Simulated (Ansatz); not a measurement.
# Si2Ni (Fm-3m) in Ansatz: notebook, part 2 of 2

Ansatz 0.2.0. Earlier steps stand in the parts before.

## 3. Phonons, PBE, collinear spin, ferromagnetic start

File input.yaml:

```yaml
crystal:
  lattice:
    - [0.0, 2.703, 2.703]
    - [2.703, 0.0, 2.703]
    - [2.703, 2.703, 0.0]
  atoms:
    - { symbol: Ni, position: [0.0, 0.0, 0.0], spin: 1.0 }
    - { symbol: Si, position: [0.75, 0.75, 0.75] }
    - { symbol: Si, position: [0.25, 0.25, 0.25] }
hamiltonian:
  xc: pbe
  pseudopotentials: { kind: paw }
magnetization:
  spin_polarized: true
kpoints:
  mp_grid: { grid: [7, 7, 7] }
scf:
  occupations: { method: fermi_dirac, width: 0.05 }
phonons:
  method: dfpt
```

Potentials or basis: Ansatz PAW.

Command:

```console
> ansatz run input.yaml --threads 2 --pin off --max-ram 5632MiB --backend cpu --events-out ev --progress --plain --runs-dir out
```

What it wrote:

```text
Warning: RAYON_NUM_THREADS=2 ignored (pool sized by the plan → 2); use --threads N
zone centre: on kpoints.mp_grid the ground state, and the responses unless they are solved on pairs of k-points, stand on 40 of the mesh's 343 k-points, reduced under 8 symmetry operations, with k and −k counted as one. Each operation leaves every solved displacement unchanged or reverses it
Engine: ansatz 0.2.0, x86_64-unknown-linux-gnu
Pseudopotentials: kind: paw
Pseudopotential: Ni, paw, valence charge 18, recommended cutoff 420 eV (normal), Ni.paw.azcp
Pseudopotential: Si, paw, valence charge 4, recommended cutoff 420 eV (normal), Si.paw.azcp
Functional definition: PBE
  parameter kappa = 0.804
  parameter beta = 0.06672455060314922
  exchange = pbe_x(kappa = kappa, mu = beta*pi^2/3)
  correlation = pbe_c(beta = beta)
Crystal: 3 atoms, lattice volume = 39.497 Å³
Basis set: ecut = 420 eV, 749 PW (Γ), exchange–correlation on 54×54×54 points (8 copies of the dense FFT grid, shifted against one another)
Bands: 18, of which v1, the nominal top of the filled ones, is band 13 counted from 1 (12 counted from 0)
Symmetry: 48 space group operations
Space group: Fm-3m (ITA 225), of the structure as read, at distance tolerance 3.4e-5 Å
Magnetic group: BNS 225.116 (UNI 1618), of the structure as read, at distance tolerance 3.4e-5 Å
k-points: 20 of 343
Non-local potential: Ni, projectors of the file, l = 0: 3, l = 1: 2, l = 2: 3, l = 3: 1
Non-local potential: Si, projectors of the file, l = 0: 2, l = 1: 2, l = 2: 2
PAW form: soft (Blöchl's): semilocal exchange-correlation on the pseudo side does not see the compensation charge
PAW one-centre angular grid: Ni, 590 points (default); XC on 64 Gauss nodes
PAW one-centre angular grid: Si, 110 points (default); XC on 64 Gauss nodes
Initial density: superposition of atomic densities (chi_scale 0.1, normalization cell)
Starting moments: Σ|m| = 1 μB on 1 of 3 sites
Initial wavefunctions: pseudopotential atomic-orbital guess
Functional: x = pbe(κ = 0.804, μ = 0.2195149727645171), c = pbe(β = 0.06672455060314922)
SCF 1 converged in 13 iterations: F = -7112.413174 eV  dr2 = 2.63e-10
Bands: 17, of which v1, the nominal top of the filled ones, is band 13 counted from 1 (12 counted from 0)
k-points: 40 of 343 (irreducible under 8 space group operations, time reversal used)
Initial density: read from a saved state, or passed on in memory by an earlier SCF of this step, an earlier step, the calling program or the single point that the run made first
Stability of the state it starts from, as read at its close in the collinear treatment: not read negative (Ritz values of 1 − χ₀K, real part plus size of imaginary part, from 0.68 to 0.82, by its mixing steps under the symmetry group of the SCF that read it); its run was given moments
iter 1 solved again at ethr=3.87e-7 eV; its pass at ethr=3.10e-3 eV (dr2=1.01e-4 eV) is discarded
SCF iter   1: F=—  HF=-7112.413170 eV  |F-HF|=—  |Δ(HF+E_count)|=         —  Δρ=6.80e-7 (↑6.80e-7 ↓6.80e-7)  dr2=4.18e-10  dr2_m=0.00e0  M=0.000 μB ∫|m|=0.000 μB  β_m=0.30  ethr=3.87e-7  ⟨swp⟩=3.0  Hψ=5231  notcnv=0
eigensolver tolerance schedule: the retry pair's looser diagonalisation over-reported the residual by 240636.52 of it (diagonalisation noise at an unbounded share of the residual, at the tolerance the schedule requests for it); recorded, not acted on — ethr = c·dr2/N_el stays at c = 1.0e-1
preconditioner: auto → Kerker (q_TF=auto, 2.545 Å⁻¹)  [metal: Δε(μ)=0.068 eV  Ē_g=8.255 eV  σ=0.050 eV  W_gap=0.32  n_scr=14 (ndim 8)  ℏωp=25.1 eV  f_vac=0.002  D(μ)=0.96/eV (n_scr^D=8)]
spin=Collinear: Kerker preconditioning applied to the charge; magnetization (m = ρ↑ − ρ↓) channel mixes plain (no charge-response kernel on spin).
SCF iter   2: F=—  HF=-7112.413174 eV  |F-HF|=—  |Δ(HF+E_count)|=   4.38e-6  Δρ=4.76e-7 (↑4.76e-7 ↓4.76e-7)  dr2=1.88e-10  dr2_m=0.00e0  M=0.000 μB ∫|m|=0.000 μB  β_m=0.24  ethr=1.61e-12  ⟨swp⟩=3.9  Hψ=1880  notcnv=0
SCF iter   3: F=-7112.413174 eV  HF=-7112.413174 eV  |F-HF|=7.28e-12  |Δ(HF+E_count)|=  2.73e-11  Δρ=8.00e-8 (↑8.00e-8 ↓8.00e-8)  dr2=4.38e-12  dr2_m=0.00e0  M=0.000 μB ∫|m|=0.000 μB  ethr=1.00e-12  ⟨swp⟩=5.1  Hψ=3577  notcnv=0
SCF 2 converged in 3 iterations: F = -7112.413174 eV  dr2 = 4.38e-12
DFPT response loops at Γ: preconditioner auto → Kerker (q_TF=auto, 2.545 Å⁻¹) (partly filled bands, converged f_vac=0.002); β = 1.00, the filter's whole step (`scf.mixing.beta` (0.30) is not read by the response loops under this deck's `scf.mixing.preconditioner`; to damp them name `kerker` or `kerker_dos`, under which they read `scf.mixing.beta`, and type it under 1.00, their step now; both keys bind the ground state too); Broyden in place of MSR1
SCF converged after 3 iterations
Magnetization: 0.0000 μB (13.0000 up, 13.0000 down)
Absolute magnetization: 0.0000 μB (∫|ρ↑−ρ↓|)
Spin contamination: 0.0000 ħ² per cell (⟨S²⟩ above its minimum at these occupations)
Per-site moments (μB) at R_I (Å): [(0.0, 0.9656074999021016), (0.0, 0.9656074999021016), (0.0, 0.9656074999021018)]
Free energy (F): -7112.413174 eV
Harris-Foulkes:  -7112.413174 eV  (|F-HF|=7.28e-12)
Internal energy: -7112.406259 eV  (E = F + TS)
E sigma→0 (E₀):  -7112.409717 eV
Entropy (-TS):   -0.006915 eV (-2.305 meV/atom)
Fermi energy:    13.241464 eV
--- Per-component energies (eV) ---
  E_band       = -344.301865
  E_kinetic    = 370.654386
  E_local      = -4905.506169  (includes V_loc(G=0)·N_el)
  E_nonlocal   = 679.280108
  E_hartree    = 2121.617556
  E_xc         = -199.428315
  E_vxc        = -208.701351  (∫ρ·V_xc dr)
  E_paw        = -2651.175469  (= ΣΔE_a)
  E_vpaw       = -523.264490  (= ΣTr[D̂ρ^β])
  E_aug_tail   = 0.000497  (compensation charges beyond the density's cutoff)
  E_ewald      = -2527.848854
  E_smearing   = -0.006915  (= −TS)
  E_closure    = 0.000000  (closes the sum)
  Σ components = -7112.413174   (vs F -7112.413174, Δ=0.00e0)
--- Band table (eV; the first three rows and the last of 80) ---
  k-point 0 ↑: bands = ["-91.3520", "-51.7478", "-51.7478", "-51.7478", "-0.5905", "8.0678", "8.0678", "8.0678", "9.7715", "9.7715", "12.9760", "14.9994", "14.9994", "14.9994", "15.5374", "15.5374", "15.5374"]
  k-point 1 ↑: bands = ["-91.3520", "-51.7480", "-51.7479", "-51.7479", "-0.2884", "7.4660", "8.1609", "8.1609", "9.7218", "9.7218", "12.1843", "13.8990", "14.0004", "14.0004", "16.2720", "16.2720", "17.3359"]
  k-point 2 ↑: bands = ["-91.3520", "-51.7484", "-51.7479", "-51.7479", "0.6016", "5.9150", "8.3614", "8.3614", "9.7042", "9.7042", "10.4683", "12.8694", "12.8694", "14.5387", "15.5712", "15.5712", "16.5290"]
  k-point 39 ↓: bands = ["-91.3520", "-51.7485", "-51.7484", "-51.7481", "4.1097", "4.1839", "6.1663", "7.2415", "9.3820", "9.4605", "9.8469", "10.2020", "10.8697", "14.5330", "16.3002", "17.8765", "19.2931"]
--- Phonons (Γ-DFPT): 2 representative perturbations + reference, on 40 of 343 k-points (Σ response iterations 6) ---
  k mesh reduced under 8 symmetry operations, with k and −k counted as one. Each operation leaves every solved displacement unchanged or reverses it
  ASR residual: 6.578e-4 → 0.000e0 eV/Å²; symmetrization residual: 5.035e-6 eV/Å²
  ASR residual per site (eV/Å²): 6.58e-4 2.13e-5 2.13e-5
  Γ frequencies (cm⁻¹): 0.00 0.00 0.00 311.70 311.70 311.70 335.42 335.42 335.42
  non-analytic LO–TO correction: not included (Born effective charges unavailable; polar crystals: no LO–TO splitting at Γ)
```

Run time: 7.9 s. Hardware: 2 threads of Intel Xeon Platinum 8375C at 2.90GHz (Ice Lake), shared host; peak memory 0.66 GiB.

What came out:

| Item | Value |
| --- | --- |
| Free energy | -7112.4132 eV |
| Band gap on the k mesh | none (metal or under the smearing width) |
| Net moment | 0.00 μB per cell |
| Absolute moment | 0.00 μB per cell |
| Highest phonon frequency at Γ | 335 cm⁻¹ |

Levels at points of the mesh, in eV from the Fermi level:
Spin up:
```csv
k point,band 11,band 12,band 13,band 14,band 15,band 16
"(0.00, 0.00, 0.00)",-0.27,1.76,1.76,1.76,2.30,2.30
```
Spin down:
```csv
k point,band 10,band 11,band 12,band 13,band 14,band 15,band 16,band 17
"(0.00, 0.00, 0.00)",-3.47,-0.27,1.76,1.76,1.76,2.30,2.30,2.30
```

Phonon frequencies in cm⁻¹ (negative: imaginary):
```tsv
q point	frequencies
(0.000, 0.000, 0.000)	0 0 0 312 312 312 335 335 335
```

## 4. Elastic constants, PBE, collinear spin, ferromagnetic start

input.yaml, as its differences from that of step 3:

```diff
@@ -18,3 +18,7 @@
   occupations: { method: fermi_dirac, width: 0.05 }
-phonons:
-  method: dfpt
+output:
+  forces: true
+  stress: true
+elastic:
+  mode: relaxed_ion
+  stencil: two_point
```

Command:

```console
> ansatz run input.yaml --threads 2 --pin off --max-ram 5632MiB --backend cpu --events-out ev --progress --plain --runs-dir out
```

Wall time 7.6 s (2 threads of AMD EPYC 9R14 (Zen 4), shared host); peak memory 0.45 GiB.

Results (log left out):

| Quantity | Value |
| --- | --- |
| Free energy | -7112.4132 eV |
| Pressure | 3.1 GPa |
| Band gap on the k mesh | none (metal or under the smearing width) |
| Net moment | 0.00 μB per cell |
| Absolute moment | 0.00 μB per cell |
| Elastic constants C11, C12, C44 | 195, 153, 91 GPa |
| Voigt bulk modulus | 167 GPa |

Levels at points of the mesh, in eV from the Fermi level:
Spin up:
```tsv
k point	band 11	band 12	band 13	band 14	band 15	band 16
(0.00, 0.00, 0.00)	-0.27	1.76	1.76	1.76	2.30	2.30
```
Spin down:
```csv
k point,band 11,band 12,band 13,band 14,band 15,band 16
"(0.00, 0.00, 0.00)",-0.27,1.76,1.76,1.76,2.30,2.30
```

Elastic tensor in Voigt notation (GPa, in the Cartesian axes of the cell as first typed):
```
195 153 153   0   0   0
153 195 153   0   0   0
153 153 195   0   0   0
  0   0   0  91   0   0
  0   0   0   0  91   0
  0   0   0   0   0  91
```

Caveat: the cell is more than 3 GPa from zero pressure, which shifts response properties; elastic constants of metals need much finer meshes, so these are rough.

## 5. The runs side by side

| task | level | atoms under strain | gap on the mesh (eV) | pressure (GPa) | moment (μB) |
| --- | --- | --- | --- | --- | --- |
| elastic constants | LDA | relaxed | none | -5.2 | 0.00 |
| phonons | PBE | - | none | - | 0.00 |
| elastic constants | PBE | relaxed | none | 3.1 | 0.00 |

Alike in all rows: potentials or basis Ansatz PAW; spin collinear, ferromagnetic start; cell as given; k mesh 7 × 7 × 7; cutoff (eV) 420; smearing fermi-dirac 0.05 eV.

Every run on the cell as given and a fine mesh finds a metal.

Caveats: the cell is more than 3 GPa from zero pressure, which shifts response properties (some runs); elastic constants of metals need much finer meshes, so these are rough (some runs); the PAW data sets come from PBE, with cores solved anew for the run's functional, which leaves a small shift of forces and pressure (some runs).

Total energies depend on the potentials used, so only differences within one code and one set of settings carry meaning.
